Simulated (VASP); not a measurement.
Input of a VASP 6.6.1 run:

File POSCAR:

```
GaN
1.0
    0.0000000000      2.1352350000      2.1352350000
    2.1352350000      0.0000000000      2.1352350000
    2.1352350000      2.1352350000      0.0000000000
Ga N
1 1
Direct
    0.0000000000      0.0000000000      0.0000000000
    0.5000000000      0.5000000000      0.5000000000
```

Contents of INCAR.step1:

```
  ALGO = Normal
  EDIFF = 1E-5
  ENCUT = 520
  GGA = PE
  ISIF = 2
  ISMEAR = -1
  LASPH = T
  LCHARG = F
  LREAL = F
  LWAVE = T
  NELM = 80
  PREC = Accurate
  SIGMA = 0.05
```

INCAR.step2

```
  AEXX = 0.25
  ALGO = Normal
  EDIFF = 1E-6
  ENCUT = 520
  GGA = PE
  HFSCREEN = 0.2
  ISIF = 2
  ISMEAR = -1
  ISTART = 1
  LASPH = T
  LCHARG = F
  LHFCALC = T
  LREAL = F
  LWAVE = F
  NELM = 80
  PREC = Accurate
  PRECFOCK = Fast
  SIGMA = 0.05
```

KPOINTS

```
k-points
0
Gamma
  6 6 6
```

Potentials or basis: VASP PAW PBE potentials, release 64 (Ga_d, N).

The run is started by

```sh
$ cat potpaw_PBE.64/Ga_d/POTCAR potpaw_PBE.64/N/POTCAR > POTCAR
$ cp INCAR.step1 INCAR
$ mpirun -np 1 vasp_std > vasp.out
$ cp INCAR.step2 INCAR
$ mpirun -np 1 vasp_std > vasp.out
```

Task: What does it give for the band gap on the k mesh?

Result: 1.63 eV, indirect (least direct gap 3.65 eV).

Task: Predict the pressure.

Result: -9.0 GPa.

Caveat: the k mesh is coarse (spacing up to 0.42 Å⁻¹), so the values aren't converged, least of all with exact exchange; the PAW data sets were made with another functional, which shifts forces and pressure a little. A k mesh can miss the band edges.
